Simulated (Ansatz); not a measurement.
SnSe2 built on the CdCl2 prototype, relaxed with r2SCAN+rVV10 in Ansatz. The symmetry is R-3m (No. 166, trigonal); a = 3.825 Å, c = 19.005 Å in the conventional setting, 26.75 Å³ an atom. Sn is surrounded by 6 Se at 2.71 Å; Se is surrounded by 3 Sn at 2.71 Å.

The axes x, y and z are those of this cell:
```yaml
crystal:
  lattice:
    - [1.91229, 1.10406, 6.33509]
    - [-1.91229, 1.10406, 6.33509]
    - [0.00000, -2.20812, 6.33509]
  atoms:
    - { symbol: Sn, position: [0.00000, 0.00000, 0.00000] }
    - { symbol: Se, position: [0.25056, 0.25056, 0.25056] }
    - { symbol: Se, position: [0.74944, 0.74944, 0.74944] }
```

Unstrained: The PBE gap is indirect, 0.310 eV (Γ–S₀ (0.40 of the way from Γ) to F), below the direct gap of 0.548 eV at F. With r2SCAN the valence top lies at Γ–S₀ (0.45 of the way from Γ) and the conduction bottom at F, 0.576 eV higher; the smallest vertical gap, at F, is 0.824 eV. With HSE06 the valence top lies at Γ–S₀ (0.45 of the way from Γ) and the conduction bottom at F, 0.959 eV higher; the smallest vertical gap, at F, is 1.239 eV. Meshes: PBE 8×8×8, r2SCAN 8×8×8, HSE06 6×6×6. Strains are changes of length per length. After each strain the atoms were relaxed again with r2SCAN+rVV10 in this cell and within any symmetry left, so distortions that break it or need a larger cell weren't tested; points keep the names that they have in the unstrained zone. All values are calculated for a non-magnetic cell, which may be hypothetical.

Question: Estimate what uniaxial +2.46 % along z, other directions held does to the gap.

Answer: r2SCAN: the gap goes from 0.576 to 0.684 eV (+0.109 eV); the edges go from Γ–S₀ (0.45) → F to (0.273, 0.417, 0.417) → F.

No spin-orbit coupling is included; it can move band edges with weight on the heavy atoms by tenths of an eV.

Where an edge lies off the special points, it is a point of the mesh or the k point where a search put PBE's edge or least direct gap, reused for the other functionals, whose own edges may lie a little apart.

Coordinates of k points refer to the reciprocal vectors of the primitive cell of the runs.
